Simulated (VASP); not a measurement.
# ZrS2 in VASP: a series of runs

One slab, ZrS2, is run at these levels: LDA, PBE; tasks: single point.

Program: VASP 6.6.1. These are calculated values, not measurements. Logs are shortened: lines on timing, memory, paths and dates and some standing lists are left out, and cuts for length are marked.

## Step 1: The structure

The cell holds a slab with vacuum, 3 atoms: a = 3.691 Å, b = 3.691 Å, c = 12.874 Å, α = 90.00°, β = 90.00°, γ = 120.00°.

## Step 2: Single point, LDA

Contents of INCAR:

```
SYSTEM = ZrS2
ALGO = Normal ; DIPOL = 0.5 0.5 0.500
EDIFF = 1E-7 ; ENCUT = 400
IDIPOL = 3 ; ISIF = 2
ISMEAR = 0 ; LASPH = .TRUE.
LCHARG = .FALSE. ; LDIPOL = .TRUE.
LREAL = .FALSE. ; LVACPOTAV = .TRUE.
LVHAR = .TRUE. ; LWAVE = .FALSE.
NBANDS = 23 ; NELM = 120
PREC = Accurate ; SIGMA = 0.05
```

Contents of KPOINTS:

```
k-points
0
G
  9 9 1
  0 0 0
```

Contents of POSCAR:

```
ZrS2
1.0
    3.6913825500      0.0000000000      0.0000000000
   -1.8456912700      3.1968310600      0.0000000000
    0.0000000000      0.0000000000     12.8744649004
S Zr
2 1
Direct
    0.6666666667      0.3333333333      0.3883656555
    0.3333333333      0.6666666667      0.6116343445
    0.0000000000      0.0000000000      0.5000000000
```

Potentials or basis: VASP PAW LDA potentials, release 64 (S, Zr_sv).

The run is started by

```console
cat potpaw_LDA.64/S/POTCAR potpaw_LDA.64/Zr_sv/POTCAR > POTCAR
mpirun -np 1 vasp_std > vasp.out
```

OUTCAR:

```text
SYSTEM = ZrS2
   EDIFF = 1E-7
   ENCUT = 400
   ISIF = 2
   ISMEAR = 0
   LASPH = .TRUE.
   LREAL = .FALSE.
   NELM = 120
   PREC = Accurate

 Found     12 irreducible k-points:

 Following reciprocal coordinates:
            Coordinates               Weight
  0.000000  0.000000  0.000000      1.000000
  0.111111 -0.000000  0.000000      6.000000
  0.222222  0.000000  0.000000      6.000000
  0.333333  0.000000  0.000000      6.000000
  0.444444  0.000000  0.000000      6.000000
  0.111111  0.111111  0.000000      6.000000
   k-points           NKPTS =     12   k-points in BZ     NKDIM =     12   number of bands    NBANDS=     23
   number of dos      NEDOS =    301   number of ions     NIONS =      3
   total plane-waves  NPLWV =  48384
   dimension x,y,z NGX =    24 NGY =   24 NGZ =   84
   dimension x,y,z NGXF=    48 NGYF=   48 NGZF=  168
   ions per type =               2   1
   NGX,Y,Z   is equivalent  to a cutoff of  10.81, 10.81, 10.85 a.u.
   NGXF,Y,Z  is equivalent  to a cutoff of  21.62, 21.62, 21.69 a.u.
 SYSTEM =  ZrS2
   PREC   = accura    normal or accurate (medium, high low for compatibility)
   ISTART =      0    job   : 0-new  1-cont  2-samecut
   ICHARG =      2    charge: 1-file 2-atom 10-const
   ISPIN  =      1    spin polarized calculation?
   LNONCOLLINEAR =      F non collinear calculations
   LSORBIT =      F    spin-orbit coupling
   LASPH  =      T    aspherical Exc in radial PAW
   ENCUT  =  400.0 eV  29.40 Ry    5.42 a.u.   6.02  6.02 20.99*2*pi/ulx,y,z
   NELM   =    120;   NELMIN=  2; NELMDL= -5     # of ELM steps
   EDIFF  = 0.1E-06   stopping-criterion for ELM
   LREAL  =      F    real-space projection
   EDIFFG = 0.1E-05   stopping-criterion for IOM
   NSW    =      0    number of steps for IOM
   IBRION =     -1    ionic relax: 0-MD 1-quasi-New 2-CG
   NFREE  =      0    steps in history (QN), initial steepest desc. (CG)
   ISIF   =      2    stress and relaxation
   ISYM   =      2    0-nonsym 1-usesym 2-fastsym
   POTIM  = 0.5000    time-step for ionic-motion
   TEBEG  =    0.0;   TEEND  =   0.0 temperature during run
   PSTRESS=    0.0 pullay stress
   NELECT =      24.0000    total number of electrons
   NUPDOWN=      -1.0000    fix difference up-down
   EMIN   =  10.00;   EMAX   =-10.00  energy-range for DOS
   EFERMI =   0.00;   METHOD = LEGACY
   ISMEAR =     0;   SIGMA  =   0.05  broadening in eV -4-tet -1-fermi 0-gaus
   EFERMI_NEDOS =   21; number of points for ismear=-14 and -15
   IALGO  =     38    algorithm
   IMIX   =      4    mixing-type and parameters
     AMIX     =   0.40;   BMIX     =  1.00
     AMIX_MAG =   1.60;   BMIX_MAG =  1.00
  volume/ion in A,a.u.               =      50.64       341.75
  Fermi-wavevector in a.u.,A,eV,Ry     =   0.884978  1.672366 10.655900  0.783187
  Thomas-Fermi vector in A             =   2.005950
   LORBIT       =      0    0 simple, 1 ext, 2 COOP (PROOUT), +10 PAW based schemes
   GGA     = CA    functional components
   LHFCALC =     F    Hartree Fock is set to
   AEXX    =    0.0000 exact exchange contribution
   IVDW    =     0    specifies the selected vdW correction
   LEPSILON=     F    determine dielectric tensor
   LRPA    =     F    only Hartree local field effects (RPA)
 non-spin polarized calculation
 Gauss-broadening in eV      SIGMA  =   0.05
  energy-cutoff  :      400.00
  volume of cell :      151.93
 maximum number of plane-waves:      2796
   NGX = 13   NGY = 13   NGZ = 41

 number of electron      24.0000002 magnetization

 dipolmoment           0.000000      0.000000     -0.000000 electrons x Angstroem

 Free energy of the ion-electron system (eV)
  ---------------------------------------------------
  ext. energy  EPLUGINS =         0.00000000
  ---------------------------------------------------
  free energy    TOTEN  =       -23.19788421 eV

  energy without entropy =      -23.19788421  energy(sigma->0) =      -23.19788421

 E-fermi :  -1.4620     XC(G=0):  -5.1539

 val. band max:       -1.7051688403   @ k =   0.0000   0.0000   0.0000
 cond. band min:      -0.5644638415   @ k =   0.4444   0.0000   0.0000
 fundamental gap:      1.1407049987
 Fermi energy:        -1.4620148621

 k-point     1 :       0.0000    0.0000    0.0000
  band No.  band energies     occupation
      1     -50.2950      2.00000
      2     -28.5110      2.00000
      3     -28.3648      2.00000
      4     -28.3648      2.00000
      5     -14.0045      2.00000
      6     -12.8255      2.00000
[... 15 lines left out ...]
     22       8.0616      0.00000
     23       8.0947      0.00000

 k-point     2 :       0.1111   -0.0000    0.0000
  band No.  band energies     occupation
      1     -50.2929      2.00000
      2     -28.5046      2.00000
      3     -28.3951      2.00000
      4     -28.3713      2.00000
      5     -13.8808      2.00000
      6     -12.8462      2.00000
[... 15 lines left out ...]
     22       7.7840      0.00000
     23       8.1892      0.00000

 k-point     3 :       0.2222    0.0000    0.0000
  band No.  band energies     occupation
      1     -50.2875      2.00000
      2     -28.4893      2.00000
      3     -28.4698      2.00000
      4     -28.3877      2.00000
      5     -13.5604      2.00000
      6     -12.8913      2.00000
[... 15 lines left out ...]
     22       7.7828      0.00000
     23       7.9067      0.00000

 k-point     4 :       0.3333    0.0000    0.0000
  band No.  band energies     occupation
      1     -50.2814      2.00000
      2     -28.5560      2.00000
      3     -28.4690      2.00000
      4     -28.4063      2.00000
      5     -13.2354      2.00000
      6     -12.8675      2.00000
[... 15 lines left out ...]
     22       8.0832      0.00000
     23       8.7355      0.00000

 k-point     5 :       0.4444    0.0000    0.0000
  band No.  band energies     occupation
      1     -50.2775      2.00000
      2     -28.6100      2.00000
      3     -28.4568      2.00000
      4     -28.4183      2.00000
      5     -13.1618      2.00000
      6     -12.6830      2.00000
[... 15 lines left out ...]
     22       8.2208      0.00000
     23       8.5223      0.00000

 k-point     6 :       0.1111    0.1111    0.0000
  band No.  band energies     occupation
      1     -50.2892      2.00000
      2     -28.4933      2.00000
      3     -28.4454      2.00000
      4     -28.3854      2.00000
      5     -13.6566      2.00000
      6     -12.8811      2.00000
[... 15 lines left out ...]
     22       7.6615      0.00000
     23       8.0308      0.00000

 [... further k-points ...]
[... 5 lines left out ...]
  --------------------------------------------------------------------------------------
  -------------------------------------------------------------------------------------
  Total       -2.2447094     -2.2447094     -1.1785479     -0.0000000      0.0000000      0.0000000
  in kB      -23.6718818    -23.6718817    -12.4285336     -0.0000000      0.0000000      0.0000000
  external PRESSURE =     -19.9240990 kB  Pullay stress =       0.0000000 kB

 VOLUME and BASIS-vectors are now :
 -----------------------------------------------------------------------------
  energy-cutoff  :      400.00
  volume of cell :      151.93
      direct lattice vectors                 reciprocal lattice vectors
     3.691382550  0.000000000  0.000000000     0.270901210  0.156404886  0.000000000
    -1.845691270  3.196831060  0.000000000     0.000000000  0.312809774  0.000000000
     0.000000000  0.000000000 12.874464900     0.000000000  0.000000000  0.077673131

 POSITION                                       TOTAL-FORCE (eV/Angst)
 -----------------------------------------------------------------------------------
      1.84569      1.06561      5.00000        -0.000000     -0.000000      0.395486
      0.00000      2.13122      7.87446         0.000000      0.000000     -0.395486
      0.00000      0.00000      6.43723        -0.000000      0.000000      0.000000
 -----------------------------------------------------------------------------------
    total drift:                               -0.000000      0.000000      0.000000

  FREE ENERGIE OF THE ION-ELECTRON SYSTEM (eV)
  ---------------------------------------------------
  free  energy   TOTEN  =       -23.1978842086 eV

  energy  without entropy=      -23.1978842086  energy(sigma->0) =      -23.19788421

 vacuum level on the upper side and lower side of the slab         4.931         4.931
```

Wall time 46 s (1 thread of AMD EPYC 7R43 (Zen 3), shared host); peak memory 0.14 GiB.

The run converged, but some of its settings lie outside the range that counts as converged, so its numbers aren't taken as properties of the slab.

What came out:

```
Free energy                            : -23.1979 eV
Largest force                          : 0.395 eV/Å
Band gap on the k mesh                 : 1.14 eV, indirect (least direct gap 1.58 eV)
Ionisation potential of the upper face : 6.64 eV
```

## Step 3: Single point, LDA

This run uses another cell than the first one, of 58.51 Å³/atom, 1.155 times its volume.

INCAR is that of step 2.

KPOINTS is that of step 2.

Contents of POSCAR:

```
ZrS2
1.0
    3.6913825500      0.0000000000      0.0000000000
   -1.8456912700      3.1968310600      0.0000000000
    0.0000000000      0.0000000000     14.8744649004
S Zr
2 1
Direct
    0.6666666667      0.3333333333      0.4033758552
    0.3333333333      0.6666666667      0.5966241448
    0.0000000000      0.0000000000      0.5000000000
```

Potentials or basis: VASP PAW LDA potentials, release 64 (S, Zr_sv).

The run is started by

```console
cat potpaw_LDA.64/S/POTCAR potpaw_LDA.64/Zr_sv/POTCAR > POTCAR
mpirun -np 1 vasp_std > vasp.out
```

Wall time 55 s (1 thread of AMD EPYC 7R43 (Zen 3), shared host); peak memory 0.15 GiB.

These settings aren't checked as converged: the numbers below hold their error.

Results:

| Quantity | Value |
| --- | --- |
| Free energy | -23.1980 eV |
| Largest force | 0.395 eV/Å |
| Band gap on the k mesh | 1.14 eV, indirect (least direct gap 1.58 eV) |
| Ionisation potential of the upper face | 6.64 eV |

## Step 4: Single point, LDA

This run uses another cell than the first one, of 82.11 Å³/atom, 1.621 times its volume.

INCAR is that of step 3.

KPOINTS is that of step 3.

Contents of POSCAR:

```
ZrS2
1.0
    3.6913825500      0.0000000000      0.0000000000
   -1.8456912700      3.1968310600      0.0000000000
    0.0000000000      0.0000000000     20.8744649004
S Zr
2 1
Direct
    0.6666666667      0.3333333333      0.4311487764
    0.3333333333      0.6666666667      0.5688512236
    0.0000000000      0.0000000000      0.5000000000
```

Potentials or basis: VASP PAW LDA potentials, release 64 (S, Zr_sv).

The run is started by

```console
cat potpaw_LDA.64/S/POTCAR potpaw_LDA.64/Zr_sv/POTCAR > POTCAR
mpirun -np 1 vasp_std > vasp.out
```

OUTCAR:

```text
SYSTEM = ZrS2
   EDIFF = 1E-7
   ENCUT = 400
   ISIF = 2
   ISMEAR = 0
   LASPH = .TRUE.
   LREAL = .FALSE.
   NELM = 120
   PREC = Accurate

 Found     12 irreducible k-points:

 Following reciprocal coordinates:
            Coordinates               Weight
  0.000000  0.000000  0.000000      1.000000
  0.111111 -0.000000  0.000000      6.000000
  0.222222  0.000000  0.000000      6.000000
  0.333333 -0.000000  0.000000      6.000000
  0.444444  0.000000  0.000000      6.000000
  0.111111  0.111111  0.000000      6.000000
   k-points           NKPTS =     12   k-points in BZ     NKDIM =     12   number of bands    NBANDS=     23
   number of dos      NEDOS =    301   number of ions     NIONS =      3
   total plane-waves  NPLWV =  80640
   dimension x,y,z NGX =    24 NGY =   24 NGZ =  140
   dimension x,y,z NGXF=    48 NGYF=   48 NGZF=  280
   ions per type =               2   1
   NGX,Y,Z   is equivalent  to a cutoff of  10.81, 10.81, 11.15 a.u.
   NGXF,Y,Z  is equivalent  to a cutoff of  21.62, 21.62, 22.30 a.u.
 SYSTEM =  ZrS2
   PREC   = accura    normal or accurate (medium, high low for compatibility)
   ISTART =      0    job   : 0-new  1-cont  2-samecut
   ICHARG =      2    charge: 1-file 2-atom 10-const
   ISPIN  =      1    spin polarized calculation?
   LNONCOLLINEAR =      F non collinear calculations
   LSORBIT =      F    spin-orbit coupling
   LASPH  =      T    aspherical Exc in radial PAW
   ENCUT  =  400.0 eV  29.40 Ry    5.42 a.u.   6.02  6.02 34.04*2*pi/ulx,y,z
   NELM   =    120;   NELMIN=  2; NELMDL= -5     # of ELM steps
   EDIFF  = 0.1E-06   stopping-criterion for ELM
   LREAL  =      F    real-space projection
   EDIFFG = 0.1E-05   stopping-criterion for IOM
   NSW    =      0    number of steps for IOM
   IBRION =     -1    ionic relax: 0-MD 1-quasi-New 2-CG
   NFREE  =      0    steps in history (QN), initial steepest desc. (CG)
   ISIF   =      2    stress and relaxation
   ISYM   =      2    0-nonsym 1-usesym 2-fastsym
   POTIM  = 0.5000    time-step for ionic-motion
   TEBEG  =    0.0;   TEEND  =   0.0 temperature during run
   PSTRESS=    0.0 pullay stress
   NELECT =      24.0000    total number of electrons
   NUPDOWN=      -1.0000    fix difference up-down
   EMIN   =  10.00;   EMAX   =-10.00  energy-range for DOS
   EFERMI =   0.00;   METHOD = LEGACY
   ISMEAR =     0;   SIGMA  =   0.05  broadening in eV -4-tet -1-fermi 0-gaus
   EFERMI_NEDOS =   21; number of points for ismear=-14 and -15
   IALGO  =     38    algorithm
   IMIX   =      4    mixing-type and parameters
     AMIX     =   0.40;   BMIX     =  1.00
     AMIX_MAG =   1.60;   BMIX_MAG =  1.00
  volume/ion in A,a.u.               =      82.11       554.11
  Fermi-wavevector in a.u.,A,eV,Ry     =   0.753304  1.423539  7.720866  0.567468
  Thomas-Fermi vector in A             =   1.850713
   LORBIT       =      0    0 simple, 1 ext, 2 COOP (PROOUT), +10 PAW based schemes
   GGA     = CA    functional components
   LHFCALC =     F    Hartree Fock is set to
   AEXX    =    0.0000 exact exchange contribution
   IVDW    =     0    specifies the selected vdW correction
   LEPSILON=     F    determine dielectric tensor
   LRPA    =     F    only Hartree local field effects (RPA)
 non-spin polarized calculation
 Gauss-broadening in eV      SIGMA  =   0.05
  energy-cutoff  :      400.00
  volume of cell :      246.33
 maximum number of plane-waves:      4542
   NGX = 13   NGY = 13   NGZ = 69

 dipolmoment           0.000000      0.000000      0.000000 electrons x Angstroem

 number of electron      24.0000001 magnetization

 dipolmoment           0.000000      0.000000     -0.000000 electrons x Angstroem

 Free energy of the ion-electron system (eV)
  ---------------------------------------------------
  ext. energy  EPLUGINS =         0.00000000
  ---------------------------------------------------
  free energy    TOTEN  =       -23.19785659 eV

  energy without entropy =      -23.19785659  energy(sigma->0) =      -23.19785659

 E-fermi :  -3.3156     XC(G=0):  -3.1990

 val. band max:       -3.5952731283   @ k =   0.0000   0.0000   0.0000
 cond. band min:      -2.4545721193   @ k =   0.4444   0.0000   0.0000
 fundamental gap:      1.1407010090
 Fermi energy:        -3.3156120003

 k-point     1 :       0.0000    0.0000    0.0000
  band No.  band energies     occupation
      1     -52.1851      2.00000
      2     -30.4011      2.00000
      3     -30.2549      2.00000
      4     -30.2549      2.00000
      5     -15.8946      2.00000
      6     -14.7156      2.00000
[... 15 lines left out ...]
     22       4.0509      0.00000
     23       4.2274      0.00000

 k-point     2 :       0.1111   -0.0000    0.0000
  band No.  band energies     occupation
      1     -52.1830      2.00000
      2     -30.3947      2.00000
      3     -30.2852      2.00000
      4     -30.2614      2.00000
      5     -15.7709      2.00000
      6     -14.7363      2.00000
[... 15 lines left out ...]
     22       4.2633      0.00000
     23       4.4329      0.00000

 k-point     3 :       0.2222    0.0000    0.0000
  band No.  band energies     occupation
      1     -52.1776      2.00000
      2     -30.3794      2.00000
      3     -30.3599      2.00000
      4     -30.2778      2.00000
      5     -15.4505      2.00000
      6     -14.7814      2.00000
[... 15 lines left out ...]
     22       4.9057      0.00000
     23       4.9094      0.00000

 k-point     4 :       0.3333   -0.0000    0.0000
  band No.  band energies     occupation
      1     -52.1715      2.00000
      2     -30.4460      2.00000
      3     -30.3591      2.00000
      4     -30.2964      2.00000
      5     -15.1255      2.00000
      6     -14.7576      2.00000
[... 15 lines left out ...]
     22       4.9801      0.00000
     23       5.8035      0.00000

 k-point     5 :       0.4444    0.0000    0.0000
  band No.  band energies     occupation
      1     -52.1676      2.00000
      2     -30.5001      2.00000
      3     -30.3469      2.00000
      4     -30.3084      2.00000
      5     -15.0519      2.00000
      6     -14.5732      2.00000
[... 15 lines left out ...]
     22       6.0897      0.00000
     23       6.1961      0.00000

 k-point     6 :       0.1111    0.1111    0.0000
  band No.  band energies     occupation
      1     -52.1793      2.00000
      2     -30.3834      2.00000
      3     -30.3355      2.00000
      4     -30.2755      2.00000
      5     -15.5467      2.00000
      6     -14.7712      2.00000
[... 15 lines left out ...]
     22       4.7029      0.00000
     23       4.7815      0.00000

 [... further k-points ...]
[... 5 lines left out ...]
  --------------------------------------------------------------------------------------
  -------------------------------------------------------------------------------------
  Total       -2.2445258     -2.2445258     -1.1781655     -0.0000000      0.0000000      0.0000000
  in kB      -14.5985963    -14.5985963     -7.6628933     -0.0000000      0.0000000      0.0000000
  external PRESSURE =     -12.2866953 kB  Pullay stress =       0.0000000 kB

 VOLUME and BASIS-vectors are now :
 -----------------------------------------------------------------------------
  energy-cutoff  :      400.00
  volume of cell :      246.33
      direct lattice vectors                 reciprocal lattice vectors
     3.691382550  0.000000000  0.000000000     0.270901210  0.156404886  0.000000000
    -1.845691270  3.196831060  0.000000000     0.000000000  0.312809774  0.000000000
     0.000000000  0.000000000 20.874464900     0.000000000  0.000000000  0.047905420

 POSITION                                       TOTAL-FORCE (eV/Angst)
 -----------------------------------------------------------------------------------
      1.84569      1.06561      9.00000        -0.000000      0.000000      0.395433
      0.00000      2.13122     11.87446         0.000000     -0.000000     -0.395433
      0.00000      0.00000     10.43723         0.000000      0.000000      0.000000
 -----------------------------------------------------------------------------------
    total drift:                               -0.000000      0.000000      0.000000

  FREE ENERGIE OF THE ION-ELECTRON SYSTEM (eV)
  ---------------------------------------------------
  free  energy   TOTEN  =       -23.1978565878 eV

  energy  without entropy=      -23.1978565878  energy(sigma->0) =      -23.19785659

 vacuum level on the upper side and lower side of the slab         3.041         3.041
```

OSZICAR:

```text
N       E                     dE             d eps       ncg     rms          rms(c)
DAV:   1     0.129720890963E+03    0.12972E+03   -0.92579E+03   680   0.646E+02
DAV:   2    -0.100842398642E+02   -0.13981E+03   -0.13553E+03   750   0.180E+02
DAV:   3    -0.249739500507E+02   -0.14890E+02   -0.14792E+02   921   0.476E+01
[... 17 lines left out ...]
DAV:  21    -0.231978548227E+02   -0.18899E-05   -0.39013E-08   634   0.507E-04    0.411E-04
DAV:  22    -0.231978561626E+02   -0.13399E-05   -0.21194E-08   606   0.406E-04    0.441E-04
DAV:  23    -0.231978564546E+02   -0.29197E-06   -0.22217E-09   533   0.203E-04    0.128E-04
DAV:  24    -0.231978565693E+02   -0.11465E-06   -0.10313E-09   510   0.111E-04    0.836E-05
DAV:  25    -0.231978565878E+02   -0.18509E-07   -0.13932E-10   462   0.509E-05
   1 F= -.23197857E+02 E0= -.23197857E+02  d E =-.180466E-16
```

It took 88 s on 1 thread of AMD EPYC 7R43 (Zen 3), shared host; peak memory 0.18 GiB.

The run converged, but some of its settings lie outside the range that counts as converged, so its numbers aren't taken as properties of the slab.

Results:

* Free energy: -23.1979 eV
* Largest force: 0.395 eV/Å
* Band gap on the k mesh: 1.14 eV, indirect (least direct gap 1.58 eV)
* Ionisation potential of the upper face: 6.64 eV

(Part 1 of 2 ends here.)
